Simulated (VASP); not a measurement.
GaAs:

```xyz
2
Lattice="0.0000 2.8268 2.8268 2.8268 0.0000 2.8268 2.8268 2.8268 0.0000" Properties=species:S:1:pos:R:3 pbc="T T T"
As    4.2403    4.2403    4.2403
Ga    0.0000    0.0000    0.0000
```

Program: VASP 6.6.1. Alike in all runs: task band structure; potentials or basis VASP PAW PBE potentials, release 64 (As, Ga_d); no spin polarisation; cell as given; k mesh 6 × 6 × 6; cutoff (eV) 520; smearing gaussian 0.02 eV.

Q: Order these runs on this cell by their band gap on the k mesh, lowest first.
A. level HSE06; screening parameter 0.2 1/A
B. level PBE0; exchange at q = 0 truncated
C. level HSE03

A: C (1.26 eV), A (1.43 eV), B (2.02 eV).

